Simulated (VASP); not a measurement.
# Sb (Im-3m) in VASP: further runs

The runs below take Sb through band structure, RPA correlation energy, equation of state, with TB-mBJ, PBE, LDA.

Program: VASP 6.6.1. These are calculated values, not measurements. Logs are shortened: lines on timing, memory, paths and dates and some standing lists are left out, and cuts for length are marked.

**1. The crystal as given**

It takes space group Im-3m (No. 229, cubic). Conventional cell: a = 3.743 Å, b = 3.743 Å, c = 3.743 Å, α = 90.00°, β = 90.00°, γ = 90.00°. Sb (site symmetry m-3m) has 8 Sb at 3.24 Å as nearest neighbours.

This isn't the form of Sb at room conditions, which is rhombohedral.

**2. Band structure, TB-mBJ**

POSCAR reads:

```
Sb
1.0
   -1.8713408863      1.8713408863      1.8713408863
    1.8713408863     -1.8713408863      1.8713408863
    1.8713408863      1.8713408863     -1.8713408863
Sb
1
Direct
    0.0000000000      0.0000000000      0.0000000000
```

INCAR.step1 reads:

```
SYSTEM = Sb
PREC     = Accurate       ! precision mode
ENCUT    = 520            ! plane-wave cutoff, eV
EDIFF    = 1E-5           ! SCF threshold, eV
ISMEAR   = -1             ! smearing method
SIGMA    = 0.05           ! smearing width, eV
LREAL    = .False.        ! projectors in reciprocal space
LASPH    = .True.         ! aspherical terms in the spheres
NELM     = 60             ! most SCF steps
ALGO     = Normal         ! electronic algorithm
ISIF     = 2              ! what is computed and relaxed
LWAVE    = .True.         ! write WAVECAR
LCHARG   = .False.        ! write CHGCAR
GGA      = PE             ! functional
```

INCAR.step2 reads:

```
SYSTEM = Sb
PREC     = Accurate       ! precision mode
ENCUT    = 520            ! plane-wave cutoff, eV
EDIFF    = 1E-6           ! SCF threshold, eV
ISMEAR   = -1             ! smearing method
SIGMA    = 0.05           ! smearing width, eV
LREAL    = .False.        ! projectors in reciprocal space
LASPH    = .True.         ! aspherical terms in the spheres
NELM     = 60             ! most SCF steps
ALGO     = Normal         ! electronic algorithm
ISIF     = 2              ! what is computed and relaxed
LWAVE    = .False.        ! write WAVECAR
LCHARG   = .False.        ! write CHGCAR
METAGGA  = MBJ            ! meta-GGA
ISTART   = 1
```

KPOINTS reads:

```
Automatic mesh
0
Gamma
  10 10 10
  0 0 0
```

KPOINTS_OPT reads:

```
path GHNGPH,PN
15
line-mode
reciprocal
 0.0000000000  0.0000000000  0.0000000000  G
 0.5000000000 -0.5000000000  0.5000000000  H

 0.5000000000 -0.5000000000  0.5000000000  H
 0.0000000000  0.0000000000  0.5000000000  N

 0.0000000000  0.0000000000  0.5000000000  N
 0.0000000000  0.0000000000  0.0000000000  G

 0.0000000000  0.0000000000  0.0000000000  G
 0.2500000000  0.2500000000  0.2500000000  P

 0.2500000000  0.2500000000  0.2500000000  P
 0.5000000000 -0.5000000000  0.5000000000  H

 0.2500000000  0.2500000000  0.2500000000  P
 0.0000000000  0.0000000000  0.5000000000  N
```

Potentials or basis: VASP PAW PBE potentials, release 64 (Sb).

Run with:

```sh
$ cat potpaw_PBE.64/Sb/POTCAR > POTCAR
$ cp INCAR.step1 INCAR
$ mpirun -np 1 vasp_std > vasp.out
$ cp INCAR.step2 INCAR
$ mpirun -np 1 vasp_std > vasp.out
```

OUTCAR:

```text
SYSTEM = Sb
   PREC = Accurate
   ENCUT = 520
   EDIFF = 1E-6
   ISMEAR = -1
   LREAL = .False.
   LASPH = .True.
   NELM = 60
   ISIF = 2
   METAGGA = MBJ
   ISTART = 1

 ion  position               nearest neighbor table
   1  0.000  0.000  0.000-

  LATTYP: Found a body centered cubic cell.
 ALAT       =     3.7426817726

  Lattice vectors:

 A1 = (  -1.8713408863,   1.8713408863,   1.8713408863)
 A2 = (   1.8713408863,  -1.8713408863,   1.8713408863)
 A3 = (   1.8713408863,   1.8713408863,  -1.8713408863)

Analysis of symmetry for initial positions (statically):
=====================================================================
 Subroutine PRICEL returns:
 Original cell was already a primitive cell.

 Routine SETGRP: Setting up the symmetry group for a
 body centered cubic supercell.

 Subroutine GETGRP returns: Found 48 space group operations
 (whereof 48 operations were pure point group operations)
 out of a pool of 48 trial point group operations.

The static configuration has the point symmetry O_h .

Analysis of symmetry for dynamics (positions and initial velocities):
=====================================================================
 Subroutine PRICEL returns:
 Original cell was already a primitive cell.

 Routine SETGRP: Setting up the symmetry group for a
 body centered cubic supercell.

 Subroutine GETGRP returns: Found 48 space group operations
 (whereof 48 operations were pure point group operations)
 out of a pool of 48 trial point group operations.

The dynamic configuration has the point symmetry O_h .

 Subroutine INISYM returns: Found 48 space group operations
 (whereof 48 operations are pure point group operations),
 and found     1 'primitive' translations

----------------------------------------------------------------------------------------

                                     Primitive cell

  volume of cell :      26.2131

  direct lattice vectors                    reciprocal lattice vectors
    -1.871340886  1.871340886  1.871340886     0.000000000  0.267188092  0.267188092
     1.871340886 -1.871340886  1.871340886     0.267188092  0.000000000  0.267188092
     1.871340886  1.871340886 -1.871340886     0.267188092  0.267188092  0.000000000

  length of vectors
     3.241257493  3.241257493  3.241257493     0.377861023  0.377861023  0.377861023

  position of ions in fractional coordinates (direct lattice)
     0.000000000  0.000000000  0.000000000

  ion indices of the primitive-cell ions
   primitive index   ion index
                 1           1

----------------------------------------------------------------------------------------

 KPOINTS: Automatic mesh

Automatic generation of k-mesh.
 Grid dimensions read from file:
 generate k-points for:   10   10   10

 Generating k-lattice:

  Cartesian coordinates                     Fractional coordinates (reciprocal lattice)
     0.000000000  0.026718809  0.026718809     0.100000000  0.000000000  0.000000000
     0.026718809  0.000000000  0.026718809     0.000000000  0.100000000  0.000000000
     0.026718809  0.026718809  0.000000000     0.000000000  0.000000000  0.100000000

  Length of vectors
     0.037786102  0.037786102  0.037786102

  Shift w.r.t. Gamma in fractional coordinates (k-lattice)
     0.000000000  0.000000000  0.000000000

 Subroutine IBZKPT returns following result:
 ===========================================

 Found     47 irreducible k-points:

 Following reciprocal coordinates:
            Coordinates               Weight
  0.000000  0.000000  0.000000      1.000000
  0.100000  0.000000  0.000000     12.000000
  0.200000  0.000000  0.000000     12.000000
  0.300000  0.000000  0.000000     12.000000
  0.400000  0.000000  0.000000     12.000000
  0.500000  0.000000  0.000000      6.000000
[... 16 lines left out ...]
  0.300000  0.300000  0.100000      8.000000
 -0.300000  0.300000  0.100000     24.000000
 [... further k-points ...]
   k-points           NKPTS =     47   k-points in BZ     NKDIM =     47   number of bands    NBANDS=      6
   number of dos      NEDOS =    301   number of ions     NIONS =      1
   total plane-waves  NPLWV =  13824
   dimension x,y,z NGX =    24 NGY =   24 NGZ =   24
   dimension x,y,z NGXF=    48 NGYF=   48 NGZF=   48
   ions per type =               1
   NGX,Y,Z   is equivalent  to a cutoff of  12.31, 12.31, 12.31 a.u.
   NGXF,Y,Z  is equivalent  to a cutoff of  24.62, 24.62, 24.62 a.u.
 SYSTEM =  Sb
   PREC   = accura    normal or accurate (medium, high low for compatibility)
   ISTART =      1    job   : 0-new  1-cont  2-samecut
   ICHARG =      0    charge: 1-file 2-atom 10-const
   ISPIN  =      1    spin polarized calculation?
   LNONCOLLINEAR =      F non collinear calculations
   LSORBIT =      F    spin-orbit coupling
   LASPH  =      T    aspherical Exc in radial PAW
   ENCUT  =  520.0 eV  38.22 Ry    6.18 a.u.   6.03  6.03  6.03*2*pi/ulx,y,z
   NELM   =     60;   NELMIN=  2; NELMDL=  0     # of ELM steps
   EDIFF  = 0.1E-05   stopping-criterion for ELM
   LREAL  =      F    real-space projection
   EDIFFG = 0.1E-04   stopping-criterion for IOM
   NSW    =      0    number of steps for IOM
   IBRION =     -1    ionic relax: 0-MD 1-quasi-New 2-CG
   NFREE  =      0    steps in history (QN), initial steepest desc. (CG)
   ISIF   =      2    stress and relaxation
   ISYM   =      2    0-nonsym 1-usesym 2-fastsym
   POTIM  = 0.5000    time-step for ionic-motion
   TEBEG  =    0.0;   TEEND  =   0.0 temperature during run
   PSTRESS=    0.0 pullay stress
   NELECT =       5.0000    total number of electrons
   NUPDOWN=      -1.0000    fix difference up-down
   EMIN   =  10.00;   EMAX   =-10.00  energy-range for DOS
   EFERMI =   0.00;   METHOD = LEGACY
   ISMEAR =    -1;   SIGMA  =   0.05  broadening in eV -4-tet -1-fermi 0-gaus
   EFERMI_NEDOS =   21; number of points for ismear=-14 and -15
   IALGO  =     38    algorithm
   IMIX   =      4    mixing-type and parameters
     AMIX     =   0.40;   BMIX     =  1.00
     AMIX_MAG =   1.60;   BMIX_MAG =  1.00
  volume/ion in A,a.u.               =      26.21       176.89
  Fermi-wavevector in a.u.,A,eV,Ry     =   0.942378  1.780837 12.083018  0.888077
  Thomas-Fermi vector in A             =   2.069982
   LORBIT       =      0    0 simple, 1 ext, 2 COOP (PROOUT), +10 PAW based schemes
   METAGGA = MBJ    functional components
   LHFCALC =     F    Hartree Fock is set to
   AEXX    =    0.0000 exact exchange contribution
   IVDW    =     0    specifies the selected vdW correction
   LEPSILON=     F    determine dielectric tensor
   LRPA    =     F    only Hartree local field effects (RPA)
 non-spin polarized calculation
  energy-cutoff  :      520.00
  volume of cell :       26.21
 maximum number of plane-waves:       719
   NGX = 13   NGY = 13   NGZ = 13

 number of electron       4.9999999 magnetization

 Free energy of the ion-electron system (eV)
  ---------------------------------------------------
  ext. energy  EPLUGINS =         0.00000000
  ---------------------------------------------------
  free energy    TOTEN  =       308.38276569 eV

  energy without entropy =      308.39171422  energy(sigma->0) =      308.38723996

 E-fermi :   8.5421     XC(G=0):  -8.9992

 val. band max:        8.5172856854   @ k =  -0.3000   0.4000   0.1000
 cond. band min:       8.5524315030   @ k =   0.3000   0.1000   0.1000
 fundamental gap:      0.0351458175
 Fermi energy:         8.5420618227

 k-point     1 :       0.0000    0.0000    0.0000
  band No.  band energies     occupation
      1      -4.4932      2.00000
      2      14.2524      0.00000
      3      14.2524      0.00000
      4      14.2524      0.00000
      5      18.8251      0.00000
      6      18.8251      0.00000

 k-point     2 :       0.1000    0.0000    0.0000
  band No.  band energies     occupation
      1      -4.2789      2.00000
      2      12.6831      0.00000
      3      13.5525      0.00000
      4      14.0751      0.00000
      5      17.9763      0.00000
      6      18.1095      0.00000

 k-point     3 :       0.2000    0.0000    0.0000
  band No.  band energies     occupation
      1      -3.6400      2.00000
      2       9.7421      0.00000
      3      12.3082      0.00000
      4      13.6073      0.00000
      5      16.7880      0.00000
      6      16.8598      0.00000

 k-point     4 :       0.3000    0.0000    0.0000
  band No.  band energies     occupation
      1      -2.5986      2.00000
      2       6.7633      2.00000
      3      11.2269      0.00000
      4      13.0562      0.00000
      5      15.8262      0.00000
      6      16.0183      0.00000

 k-point     5 :       0.4000    0.0000    0.0000
  band No.  band energies     occupation
      1      -1.2557      2.00000
      2       4.1894      2.00000
      3      10.5257      0.00000
      4      12.6430      0.00000
      5      15.2604      0.00000
      6      15.5075      0.00000
[... 136 lines left out ...]
 k-point    21 :       0.3000    0.2000    0.1000
  band No.  band energies     occupation
      1       0.0848      2.00000
      2       4.1953      2.00000
      3       6.6316      2.00000
      4       8.9856      0.00028
      5      19.3157      0.00000
      6      20.7280      0.00000

 k-point    22 :      -0.2000    0.2000    0.1000
  band No.  band energies     occupation
      1      -3.4273      2.00000
      2       9.8297      0.00000
      3      11.6077      0.00000
      4      12.4444      0.00000
      5      16.5619      0.00000
      6      17.8568      0.00000

 k-point    23 :       0.3000    0.3000    0.1000
  band No.  band energies     occupation
      1       0.5578      2.00000
      2       4.9054      2.00000
      3       4.9054      2.00000
      4       8.7077      0.07024
      5      19.9708      0.00000
      6      21.9270      0.00000

 k-point    24 :      -0.3000    0.3000    0.1000
  band No.  band energies     occupation
      1      -2.3890      2.00000
      2       6.9273      2.00000
      3      10.5427      0.00000
      4      12.0146      0.00000
      5      16.3085      0.00000
      6      17.0123      0.00000

 [... further k-points ...]

------------------------ aborting loop because EDIFF is reached ----------------------------------------

  FORCE on cell =-STRESS in cart. coord.  units (eV):
  Direction    XX          YY          ZZ          XY          YZ          ZX
  --------------------------------------------------------------------------------------
  -------------------------------------------------------------------------------------
  Total       24.6939352     24.6939352     24.6939352     -0.0000000     -0.0000000      0.0000000
  in kB     1509.3229497   1509.3229497   1509.3229497     -0.0000000     -0.0000000      0.0000000
  external PRESSURE =    1509.3229497 kB  Pullay stress =       0.0000000 kB

 VOLUME and BASIS-vectors are now :
 -----------------------------------------------------------------------------
  energy-cutoff  :      520.00
  volume of cell :       26.21
      direct lattice vectors                 reciprocal lattice vectors
    -1.871340886  1.871340886  1.871340886     0.000000000  0.267188092  0.267188092
     1.871340886 -1.871340886  1.871340886     0.267188092  0.000000000  0.267188092
     1.871340886  1.871340886 -1.871340886     0.267188092  0.267188092  0.000000000

 POSITION                                       TOTAL-FORCE (eV/Angst)
 -----------------------------------------------------------------------------------
      0.00000      0.00000      0.00000         0.000000      0.000000     -0.000000
 -----------------------------------------------------------------------------------
    total drift:                               -0.000000     -0.000000      0.000000

  FREE ENERGIE OF THE ION-ELECTRON SYSTEM (eV)
  ---------------------------------------------------
  free  energy   TOTEN  =       308.3827656922 eV

  energy  without entropy=      308.3917142242  energy(sigma->0) =      308.38723996
```

Run time: 51 s. Hardware: 1 thread of AMD EPYC, shared host; peak memory 0.12 GiB.

Results:

* Band gap along the path: none (metal or under the smearing width)

Levels at the corners of the path, in eV from the Fermi level:
```
point  band 1  band 2  band 3  band 4  band 5  band 6
    Γ  -13.04    5.71    5.71    5.71   10.28   10.28
    H   -5.46   -2.06   -2.06   -2.06    3.01    3.01
    H   -5.46   -2.06   -2.06   -2.06    3.01    3.01
    N   -8.86   -5.71    1.74    3.95    6.53    6.79
    N   -8.86   -5.71    1.74    3.95    6.53    6.79
    Γ  -13.04    5.71    5.71    5.71   10.28   10.28
    Γ  -13.04    5.71    5.71    5.71   10.28   10.28
    P   -7.82   -2.82   -2.82   -2.82   14.76   14.76
    P   -7.82   -2.82   -2.82   -2.82   14.76   14.76
    H   -5.46   -2.06   -2.06   -2.06    3.01    3.01
    P   -7.82   -2.82   -2.82   -2.82   14.76   14.76
    N   -8.86   -5.71    1.74    3.95    6.53    6.79
```

Caveat: the PAW data sets were made with another functional, which shifts forces and pressure a little; spin-orbit coupling is left out, which moves the levels of the heavy elements.

(Continued in part 2 of 2.)
